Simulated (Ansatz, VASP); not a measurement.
**One calculation of SnTe, two programs**

```
Te Sn
1.0
     0.00000    3.53743    3.53743
     3.53743    0.00000    3.53743
     3.53743    3.53743    0.00000
Te Sn
1 1
Direct
  0.25000 0.25000 0.25000
  0.00000 0.00000 0.00000
```

Change from the starting cell: volume scaled by 0.94.

Alike in both runs: task single point; functional PBE; k mesh 7 × 7 × 7; occupations fermi-dirac, width 0.05 eV; no spin polarisation.

|  | VASP | Ansatz |
| --- | --- | --- |
| version | VASP 6.6.1 | Ansatz 0.2.0 |
| potentials or method | VASP PAW PBE potentials, release 64 (Te, Sn_d) | Ansatz PAW |
| plane-wave cutoff (eV) | 520 | 420 |
| valence electrons in the cell | 20 | 30 |

|  | VASP | Ansatz | Ansatz less VASP |
| --- | --- | --- | --- |
| gap on the k mesh at the Fermi level (eV) | 0.18 | 0.18 | +0.002 |
| least direct gap on the mesh (eV) | 0.76 | 0.76 | +0.002 |
| pressure (GPa) | 1.6 | 1.6 | +0.01 |

The functional is the same, so the differences come from potentials, cutoffs and numerics. The two sets of potentials don't hold the same shells in valence.

Caveats: spin-orbit coupling is left out, which moves the levels of the heavy elements; an odd mesh through Γ misses points on the zone boundary, where band edges often lie (VASP); odd divisions of the mesh miss points on the zone boundary, where band edges often lie, so the gap on the mesh can be too wide (Ansatz).
